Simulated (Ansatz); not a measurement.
Structure types of Pb were relaxed at one common pressure (all-electron LAPW in Ansatz 0.2.0 under PBE, scalar-relativistic, no spin polarisation, zero temperature). They take these volumes:

| type | space group | V (Å³/atom) |
| --- | --- | --- |
| fcc | Fm-3m | 25.20 |
| bcc | Im-3m | 25.04 |
| hcp | P6_3/mmc | 25.05 |
| omega | P6/mmm | 25.22 |
| beta tin | I4_1/amd | 25.93 |
| simple hexagonal | P6/mmm | 25.88 |

**Question.** At about which pressure, and is the densest type also the lowest in enthalpy?

**Answer.** 17 GPa. The densest types tie within 0.02 Å³/atom, and fcc is the lowest in enthalpy.
